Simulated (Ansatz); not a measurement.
How GdN answers to pressure

```
Gd N
1.0
     0.00000    2.49950    2.49950
     2.49950    0.00000    2.49950
     2.49950    2.49950    0.00000
Gd N
1 1
Direct
  0.00000 0.00000 0.00000
  0.50000 0.50000 0.50000
```

The cell is COD entry 9008638, as deposited and not checked against the literature; nothing was relaxed.

Semilocal functionals without a Hubbard term describe localised f shells poorly; where the shell is localised, the real material differs.

Other magnetic orders may lie lower; this is the state that the run reached.

Spin–orbit coupling is left out, though it moves levels of the heavy atoms by tenths of an eV or more.

All numbers below come from DFT, PBE, all-electron LAPW, scalar-relativistic in Ansatz 0.2.0.

Numerical set-up: a Γ-centred 13×13×13 k mesh, Fermi–Dirac smearing of 0.05 eV, basis error target 0.5 meV/atom, spin-polarised from start moments Gd1 7 μB.

The cell is scaled evenly with fractional coordinates held.

```csv
V/V(cell),P (GPa),cell moment (μB)
0.9700,3.31,7.000
1.0000,-1.29,7.000
1.0300,-5.22,7.000
1.0600,-8.59,7.000
```

(1) From the rows at 0.9700 and 1.0300, what is the bulk modulus at the cell's volume?

(2) How does the moment scale with volume?

(3) Predict the row at V/V(cell) = 0.9405. How far is a linear estimate of P off?

Results:

(1) B = −ΔP/Δln V = −[(-5.22) − (3.31)]/0.06002 = 142.1 GPa.

(2) dln M/dln V = ln(7.000/7.000)/0.06002 = 0.00: the moment hardly moves, as with a saturated or integer moment.

(3) P = 8.57 GPa, moment 6.998 μB. The linear estimate P(cell) − B ln(V/V(cell)) = 7.43 GPa misses by 1.14 GPa, since the modulus grows under compression.
